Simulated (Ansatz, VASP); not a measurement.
Se: VASP beside Ansatz

The input INCAR:

```
SYSTEM = Se
PREC     = Accurate       ! precision mode
ENCUT    = 600            ! plane-wave cutoff, eV
EDIFF    = 1E-7           ! SCF threshold, eV
ISMEAR   = 0              ! smearing method
SIGMA    = 0.02           ! smearing width, eV
LREAL    = .FALSE.        ! projectors in reciprocal space
LASPH    = .TRUE.         ! aspherical terms in the spheres
NELM     = 100            ! most SCF steps
ALGO     = Normal         ! electronic algorithm
ISIF     = 3              ! what is computed and relaxed
LWAVE    = .FALSE.        ! write WAVECAR
LCHARG   = .FALSE.        ! write CHGCAR
GGA      = PS             ! functional
IBRION   = 2              ! ionic algorithm
NSW      = 100            ! ionic steps
EDIFFG   = -0.005         ! ionic threshold
```

File KPOINTS:

```
Automatic mesh
0
G
  6 6 6
  0 0 0
```

File POSCAR:

```
Se
1.0
    5.3514623836      3.0896682477      1.5222232904
   -5.3514623836      3.0896682477      1.5222232904
    0.0000000000     -6.1793364955      1.5222232902
Se
6
Direct
    0.3025245761      0.1671748822      0.9090848799
    0.9090848799      0.3025245761      0.1671748822
    0.1671748822      0.9090848799      0.3025245761
    0.6974754239      0.8328251178      0.0909151201
    0.0909151201      0.6974754239      0.8328251178
    0.8328251178      0.0909151201      0.6974754239
```

Input for Ansatz:

```yaml
crystal:
  lattice:
    - [5.3514623836, 3.0896682477, 1.5222232904]
    - [-5.3514623836, 3.0896682477, 1.5222232904]
    - [0.0, -6.1793364955, 1.5222232902]
  atoms:
    - { symbol: Se, position: [0.3025245761, 0.1671748822, 0.9090848799] }
    - { symbol: Se, position: [0.9090848799, 0.3025245761, 0.1671748822] }
    - { symbol: Se, position: [0.1671748822, 0.9090848799, 0.3025245761] }
    - { symbol: Se, position: [0.6974754239, 0.8328251178, 0.0909151201] }
    - { symbol: Se, position: [0.0909151201, 0.6974754239, 0.8328251178] }
    - { symbol: Se, position: [0.8328251178, 0.0909151201, 0.6974754239] }
basis:
  ecutwfc: 420
kpoints:
  mp_grid: { grid: [6, 6, 6] }
hamiltonian:
  xc: pbesol
scf:
  occupations: { method: gaussian, width: 0.02 }
output:
  forces: true
  stress: true
  eigenvalues: true
  write_density: true
  write_potential: true
  elf: true
  volumetric_format: npy
relax:
  adjacent_minimum: "off"
  f_tol: 0.005
  max_steps: 80
  cell: { stress_tol: 0.05 }
```

This isn't the form of Se at room conditions, which is trigonal, of chains.

Alike in both runs: task relaxation of cell and atoms; functional PBEsol; k mesh 6 × 6 × 6; occupations gaussian, width 0.02 eV; no spin polarisation.

|  | VASP | Ansatz |
| --- | --- | --- |
| version | VASP 6.6.1 | Ansatz 0.2.0 |
| potentials or method | VASP PAW PBE potentials, release 64 (Se) | scalar-relativistic, plane waves, PAW |
| plane-wave cutoff (eV) | 600 | 420 |
| valence electrons in the cell | 36 | 96 |

Ansatz gave:

```
gap on the k mesh at the Fermi level, each at its own relaxed structure (eV) : 0.98
relaxed volume (Å³/atom)                                                     : 25.17
relaxed cell length with the largest relative difference (Å)                 : 6.364
```

Question: Estimate VASP's values.

Answer: gap on the k mesh at the Fermi level, each at its own relaxed structure (eV): 0.96; relaxed volume (Å³/atom): 25.20; relaxed cell length with the largest relative difference (Å): 6.366.

The two sets of potentials don't hold the same shells in valence.

Caveats: the PAW data sets were made with another functional, which shifts forces and pressure a little (VASP). A k mesh can miss the band edges. Expect the measured gap to be larger: semilocal functionals such as PBEsol lack the derivative discontinuity.
